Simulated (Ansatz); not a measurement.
Consider Sb₂Te₃ in the Bi2Te3 type structure (space group R-3m, No. 166; a = 4.276 Å, c = 29.825 Å (hexagonal axes)).

The values are results of Ansatz (a first-principles code), PBE-D3(BJ), PAW, cutoff 420 eV, without spin-orbit coupling, not measurements.

Before the change:

The c/a ratio comes out as 6.975 and the lattice parameter a comes out as 427.6 pm.

One thing is altered: hydrostatic tension (pressure −1 GPa).

Task: What happens to the c/a ratio and lattice parameter a?

Result: The c/a ratio rises by 0.060 (6.975 → 7.035); the lattice parameter a rises by 2.9 pm to 430.5 pm.

Load acts through the strain it causes; cell and atoms are relaxed under it. No phonon test of stability was made. The final runs are not spin-polarised.
